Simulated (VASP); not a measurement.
# BeTe: band structure with B3LYP

The system is BeTe.

```
Te Be
1.0
     0.00000    2.77000    2.77000
     2.77000    0.00000    2.77000
     2.77000    2.77000    0.00000
Te Be
1 1
Cartesian
  4.1550 4.1550 4.1550
  0.0000 0.0000 0.0000
```

| Item | Value |
| --- | --- |
| Program | VASP 6.6.1 |
| Task | band structure |
| Functional | B3LYP |
| Potentials or basis | VASP PAW PBE potentials, release 64 (Te, Be) |
| Cutoff | 520 eV |
| k mesh | 4 × 4 × 4 |
| Occupations | fermi-dirac, width 0.05 eV |
| Spin | no spin polarisation |
| Grid for exact exchange (PRECFOCK) | Fast |
| Exchange at q = 0 | truncated |
| Further INCAR settings | ALGO = Normal; EDIFF = 1e-07 |

The pressure is 6.2 GPa, the band gap on the k mesh is 3.21 eV, indirect (least direct gap 4.94 eV) and the band gap along the path is 3.21 eV, indirect (least direct gap 4.94 eV).

Levels at the corners of the path, in eV from the valence-band top:
```tsv
point	band 1	band 2	band 3	band 4	band 5	band 6	band 7	band 8
Γ	-13.59	0.00	0.00	0.00	4.94	4.94	4.94	5.59
X	-11.41	-5.79	-3.01	-3.01	3.21	3.93	11.76	11.76
X	-11.41	-5.79	-3.01	-3.01	3.21	3.93	11.76	11.76
W	-11.36	-5.18	-4.17	-3.60	6.76	6.97	7.19	7.89
W	-11.36	-5.18	-4.17	-3.60	6.76	6.97	7.19	7.89
K	-11.42	-5.38	-4.38	-2.54	3.99	6.77	9.71	10.12
K	-11.42	-5.38	-4.38	-2.54	3.99	6.77	9.71	10.12
Γ	-13.59	0.00	0.00	0.00	4.94	4.94	4.94	5.59
Γ	-13.59	0.00	0.00	0.00	4.94	4.94	4.94	5.59
L	-12.00	-6.27	-1.29	-1.29	4.56	6.00	6.00	9.49
L	-12.00	-6.27	-1.29	-1.29	4.56	6.00	6.00	9.49
U	-11.42	-5.38	-4.38	-2.54	3.99	6.77	9.71	10.12
U	-11.42	-5.38	-4.38	-2.54	3.99	6.77	9.71	10.12
W	-11.36	-5.18	-4.17	-3.60	6.76	6.97	7.19	7.89
W	-11.36	-5.18	-4.17	-3.60	6.76	6.97	7.19	7.89
L	-12.00	-6.27	-1.29	-1.29	4.56	6.00	6.00	9.49
L	-12.00	-6.27	-1.29	-1.29	4.56	6.00	6.00	9.49
K	-11.42	-5.38	-4.38	-2.54	3.99	6.77	9.71	10.12
U	-11.42	-5.38	-4.38	-2.54	3.99	6.77	9.71	10.12
X	-11.41	-5.79	-3.01	-3.01	3.21	3.93	11.76	11.76
```

It took 5.5 min on 1 thread of Intel(R) Xeon(R) 6975P-C (Granite Rapids) (shared host), peak memory 0.19 GiB.

Caveat: the k mesh is coarse (spacing up to 0.49 Å⁻¹), so the values aren't converged, least of all with exact exchange; the PAW data sets were made with another functional, which shifts forces and pressure a little; spin-orbit coupling is left out, which moves the levels of the heavy elements.
